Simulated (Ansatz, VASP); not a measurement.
Two plane-wave programs on SiC

INCAR

```
SYSTEM = SiC
PREC     = Accurate       ! precision mode
ENCUT    = 520            ! plane-wave cutoff, eV
EDIFF    = 1E-7           ! SCF threshold, eV
ISMEAR   = 0              ! smearing method
SIGMA    = 0.05           ! smearing width, eV
LREAL    = .FALSE.        ! projectors in reciprocal space
LASPH    = .TRUE.         ! aspherical terms in the spheres
NELM     = 60             ! most SCF steps
ALGO     = Normal         ! electronic algorithm
ISIF     = 2              ! what is computed and relaxed
LWAVE    = .FALSE.        ! write WAVECAR
LCHARG   = .FALSE.        ! write CHGCAR
GGA      = PS             ! functional
NBANDS   = 26             ! bands
```

File KPOINTS:

```
Automatic mesh
0
G
  12 12 4
  0 0 0
```

File POSCAR:

```
SiC
1.0
    3.0062000000      0.0000000000      0.0000000000
   -1.5031000000      2.6034455689      0.0000000000
    0.0000000000      0.0000000000      9.8071000000
Si C
4 4
Direct
    0.6666666667      0.3333333333      0.9378278494
    0.3333333333      0.6666666667      0.4378278494
    0.0000000000      0.0000000000      0.6878973398
    0.0000000000      0.0000000000      0.1878973398
    0.6666666667      0.3333333333      0.7498191768
    0.3333333333      0.6666666667      0.2498191768
    0.0000000000      0.0000000000      0.5004546340
    0.0000000000      0.0000000000      0.0004546340
```

Input for Ansatz:

```yaml
crystal:
  lattice:
    - [3.0062, 0.0, 0.0]
    - [-1.5031, 2.6034455689, 0.0]
    - [0.0, 0.0, 9.8071]
  atoms:
    - { symbol: Si, position: [0.6666666667, 0.3333333333, 0.9378278494] }
    - { symbol: Si, position: [0.3333333333, 0.6666666667, 0.4378278494] }
    - { symbol: Si, position: [0.0, 0.0, 0.6878973398] }
    - { symbol: Si, position: [0.0, 0.0, 0.1878973398] }
    - { symbol: C, position: [0.6666666667, 0.3333333333, 0.7498191768] }
    - { symbol: C, position: [0.3333333333, 0.6666666667, 0.2498191768] }
    - { symbol: C, position: [0.0, 0.0, 0.500454634] }
    - { symbol: C, position: [0.0, 0.0, 0.000454634] }
basis:
  ecutwfc: 520.0
kpoints:
  mp_grid: { grid: [12, 12, 4] }
hamiltonian:
  xc: pbesol
  pseudopotentials: { kind: paw, azcp: { folder: soft_1 } }
scf:
  occupations: { method: gaussian, width: 0.05 }
output:
  forces: true
  stress: true
  eigenvalues: true
```

Alike in both runs: task single point; functional PBEsol; k mesh 12 × 12 × 4; occupations gaussian, width 0.05 eV; no spin polarisation.

|  | VASP | Ansatz |
| --- | --- | --- |
| version | VASP 6.6.1 | Ansatz 0.2.0 |
| potentials or method | VASP PAW PBE potentials, release 64 (Si, C) | scalar-relativistic, plane waves, PAW |
| plane-wave cutoff (eV) | 520 | 520 |
| valence electrons in the cell | 32 | 32 |

```tsv
	VASP	Ansatz	Ansatz less VASP
gap on the k mesh at the Fermi level (eV)	2.14	2.14	+0.009
least direct gap on the mesh (eV)	3.27	3.28	+0.013
pressure (GPa)	19.5	19.1	-0.37
largest component of the traceless stress (GPa)	1.39	1.38	-0.009
rms of the force components (eV/Å)	0.030	0.031	+0.0001
```

Atom by atom the forces differ by 0.000 eV/Å (rms over components). Ansatz warned: «pseudo_functional_mismatch».

Caveats: so large a pressure means that the cell lies far from this level's equilibrium, or that cutoff or potentials fall short (VASP); the potentials were made for another functional, which shifts forces and pressure (VASP). A k mesh can miss the band edges. Expect the measured gap to be larger: semilocal functionals such as PBEsol lack the derivative discontinuity.
